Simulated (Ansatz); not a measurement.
# Al2Cu (P4/mmm) in Ansatz: notebook

The runs below take Al2Cu through single point, with PBEsol.

Everything below comes from runs of Ansatz 0.2.0. Logs are shortened: lines on timing, memory, paths and dates and some standing lists are left out, and cuts for length are marked.

## Step 1: Starting point

Symmetry: P4/mmm, No. 123, tetragonal system. The conventional cell has a = 4.105 Å, b = 4.105 Å, c = 2.891 Å, α = 90.00°, β = 90.00°, γ = 90.00°. Cu (site symmetry 4/mmm) is surrounded by 8 Al at 2.51 Å. Al (site symmetry mmm) is surrounded by 4 Cu at 2.51 Å.

The cell comes from a database or a generator and needn't be the stable form of this composition.

## Step 2: Single point, PBEsol, 14.97 Å³/atom

The input, input.yaml:

```yaml
crystal:
  lattice:
    - [3.94097472, 0.0, 0.0]
    - [0.0, 3.94097472, 0.0]
    - [0.0, 0.0, 2.891313]
  atoms:
    - { symbol: Cu, position: [0.0, 0.0, 0.0] }
    - { symbol: Al, position: [0.0, 0.5, 0.5] }
    - { symbol: Al, position: [0.5, 0.0, 0.5] }
hamiltonian:
  xc: pbesol
  pseudopotentials: { kind: paw }
kpoints:
  mp_grid: { grid: [6, 6, 8] }
scf:
  occupations: { method: fermi_dirac, width: 0.05 }
output:
  forces: true
  stress: true
  eigenvalues: true
```

Potentials or basis: Ansatz PAW.

Run with:

```console
> ansatz run input.yaml --threads 2 --pin off --max-ram 5632MiB --backend cpu --events-out ev --progress --plain --runs-dir out
```

Log:

```text
Warning: RAYON_NUM_THREADS=2 ignored (pool sized by the plan → 2); use --threads N
Engine: ansatz 0.2.0, x86_64-unknown-linux-gnu
Pseudopotentials: kind: paw
Pseudopotential: Cu, paw, valence charge 19, recommended cutoff 420 eV (normal), Cu.paw.azcp
Pseudopotential: Al, paw, valence charge 3, recommended cutoff 420 eV (normal), Al.paw.azcp
Functional definition: PBEsol
  exchange = pbesol_x
  correlation = pbesol_c
Crystal: 3 atoms, lattice volume = 44.906 Å³
Basis set: ecut = 420 eV, 897 PW (Γ), exchange–correlation on 54×54×40 points (8 copies of the dense FFT grid, shifted against one another)
Bands: 17, of which v1, the nominal top of the filled ones, is band 13 counted from 1 (12 counted from 0)
Symmetry: 16 space group operations
Space group: P4/mmm (ITA 123), of the structure as read, at distance tolerance 3.6e-5 Å
k-points: 50 of 288
Non-local potential: Cu, projectors of the file, l = 0: 3, l = 1: 2, l = 2: 3, l = 3: 1
Non-local potential: Al, projectors of the file, l = 0: 2, l = 1: 2, l = 2: 1
PAW form: soft (Blöchl's): semilocal exchange-correlation on the pseudo side does not see the compensation charge
PAW frozen core: Cu, regenerated for the run's functional, and the local potential with it (the file was generated under x = pbe(κ = 0.804, μ = 0.2195149727645171), c = pbe(β = 0.06672455060314922))
PAW frozen core: Al, regenerated for the run's functional, and the local potential with it (the file was generated under x = pbe(κ = 0.804, μ = 0.2195149727645171), c = pbe(β = 0.06672455060314922))
PAW one-centre angular grid: Cu, 590 points (default); XC on 64 Gauss nodes
PAW one-centre angular grid: Al, 110 points (default); XC on 64 Gauss nodes
Initial density: superposition of atomic densities (neutral atoms: chi_scale 0, normalization atom), corrected by the library's trained network
Initial wavefunctions: pseudopotential atomic-orbital guess
Functional: x = pbesol(κ = 0.804, μ = 0.12345679012345678), c = pbesol(β = 0.046)
SCF iter   1: F=—  HF=-7637.886188 eV  |F-HF|=—  |Δ(HF+E_count)|=         —  Δρ=1.74e-2  dr2=8.45e-2  ethr=1.77e-3  ⟨swp⟩=5.5  Hψ=4441  notcnv=0
preconditioner: auto → none  [insulator: Δε(μ)=0.144 eV  Ē_g=8.482 eV  σ=0.050 eV  W_gap=0.55  n_scr=10 (ndim 8)  ℏωp=22.8 eV  f_vac=0.000  D(μ)=0.55/eV (n_scr^D=0)  ε∞_Penn≈8.3]
SCF iter   2: F=—  HF=-7637.872500 eV  |F-HF|=—  |Δ(HF+E_count)|=   1.37e-2  Δρ=2.38e-3  dr2=1.32e-3  ethr=3.38e-4  ⟨swp⟩=2.0  Hψ=1769  notcnv=0  defer=6
SCF iter   3: F=—  HF=-7637.871493 eV  |F-HF|=—  |Δ(HF+E_count)|=   1.01e-3  Δρ=1.16e-3  dr2=4.27e-4  ethr=5.29e-6  ⟨swp⟩=2.0  Hψ=1566  notcnv=0  defer=7
SCF iter   4: F=—  HF=-7637.871445 eV  |F-HF|=—  |Δ(HF+E_count)|=   4.80e-5  Δρ=2.02e-4  dr2=1.71e-5  ethr=1.71e-6  ⟨swp⟩=1.0  Hψ=844  notcnv=0  defer=7
SCF iter   5: F=—  HF=-7637.871486 eV  |F-HF|=—  |Δ(HF+E_count)|=   4.07e-5  Δρ=2.63e-5  dr2=2.01e-7  ethr=6.85e-8  ⟨swp⟩=2.3  Hψ=1220  notcnv=0  defer=7
SCF iter   6: F=-7637.871486 eV  HF=-7637.871486 eV  |F-HF|=4.00e-11  |Δ(HF+E_count)|=   4.98e-8  Δρ=2.50e-6  dr2=2.16e-9  ethr=4.00e-10  ⟨swp⟩=4.8  Hψ=3020  notcnv=0
SCF 1 converged in 6 iterations: F = -7637.871486 eV  dr2 = 2.16e-9
SCF converged after 6 iterations
Free energy (F): -7637.871486 eV
Harris-Foulkes:  -7637.871486 eV  (|F-HF|=4.00e-11)
Internal energy: -7637.866831 eV  (E = F + TS)
E sigma→0 (E₀):  -7637.869159 eV
Entropy (-TS):   -0.004655 eV (-1.552 meV/atom)
Fermi energy:    10.279506 eV
--- Per-component energies (eV) ---
  E_band       = -479.466725
  E_kinetic    = 349.073036
  E_local      = -6033.723783  (includes V_loc(G=0)·N_el)
  E_nonlocal   = 406.735874
  E_hartree    = 2711.404054
  E_xc         = -169.993102
  E_vxc        = -176.578393  (∫ρ·V_xc dr)
  E_paw        = -2531.050268  (= ΣΔE_a)
  E_vpaw       = -447.780184  (= ΣTr[D̂ρ^β])
  E_aug_tail   = 0.000247  (compensation charges beyond the density's cutoff)
  E_ewald      = -2370.557369
  E_core_change = 0.244480  (= ΣΔE_core)
  E_smearing   = -0.004655  (= −TS)
  E_closure    = 0.000000  (closes the sum)
  Σ components = -7637.871486   (vs F -7637.871486, Δ=0.00e0)
--- Forces (eV/Å), atoms counted from 1 ---
  atom   1  Cu     0.00000000     0.00000000     0.00000000
  atom   2  Al     0.00000000     0.00000000     0.00000000
  atom   3  Al    -0.00000000    -0.00000000    -0.00000000
  max |Σ_I F_I| component: 9.86e-32 eV/Å
--- Stress (GPa, compression-positive) ---
        8.087959       0.000000       0.000000
        0.000000       8.087959       0.000000
        0.000000       0.000000       3.844259
  P = ⅓ Tr σ = 6.6734 GPa (66.734 kbar)
--- Band table (eV; the first three rows and the last of 50) ---
  k-point 0: bands = ["-103.7019", "-61.2148", "-61.2063", "-61.2063", "-0.7993", "4.6617", "5.0435", "5.8172", "5.9341", "5.9341", "7.9286", "7.9286", "10.8565", "11.2550", "15.6420", "17.2767", "17.3361"]
  k-point 1: bands = ["-103.7018", "-61.2167", "-61.2062", "-61.2062", "-0.5156", "4.7430", "5.1414", "5.6994", "5.6994", "5.8436", "8.3981", "8.3981", "11.0208", "11.3886", "12.9187", "17.5730", "17.5730"]
  k-point 2: bands = ["-103.7016", "-61.2213", "-61.2058", "-61.2058", "0.3234", "4.9416", "5.3126", "5.3126", "5.3198", "5.9077", "9.5078", "9.5078", "9.7389", "11.5385", "11.9834", "17.7125", "17.7125"]
  k-point 49: bands = ["-103.7012", "-61.2277", "-61.2054", "-61.2054", "4.3555", "4.3555", "5.6810", "5.8182", "6.1765", "6.3581", "7.9071", "7.9071", "9.0050", "9.1407", "10.3563", "10.3563", "12.5493"]
```

Run time: 2.6 s. Hardware: 2 threads of Intel Xeon at 2.50GHz (Skylake/Cascade Lake), shared host; peak memory 0.36 GiB.

Results:

```yaml
Free_energy: -7637.8715 eV
Pressure: 6.7 GPa
Band_gap_on_the_k_mesh: none (metal or under the smearing width)
```

Caveat: the PAW data sets come from PBE, with cores solved anew for the run's functional, which leaves a small shift of forces and pressure.

## Step 3: Single point, PBEsol, 15.60 Å³/atom

input.yaml, as its differences from that of step 2:

```diff
@@ -2,4 +2,4 @@
   lattice:
-    - [3.94097472, 0.0, 0.0]
-    - [0.0, 3.94097472, 0.0]
+    - [4.02307836, 0.0, 0.0]
+    - [0.0, 4.02307836, 0.0]
     - [0.0, 0.0, 2.891313]
```

Potentials or basis: Ansatz PAW.

Run with:

```console
> ansatz run input.yaml --threads 2 --pin off --max-ram 5632MiB --backend cpu --events-out ev --progress --plain --runs-dir out
```

It took 3.1 s on 2 threads of Intel Xeon at 2.50GHz (Skylake/Cascade Lake), shared host; peak memory 0.36 GiB.

Results (log left out):

| Quantity | Value |
| --- | --- |
| Free energy | -7637.9324 eV |
| Pressure | 1.8 GPa |
| Band gap on the k mesh | none (metal or under the smearing width) |

Caveat: the PAW data sets come from PBE, with cores solved anew for the run's functional, which leaves a small shift of forces and pressure.
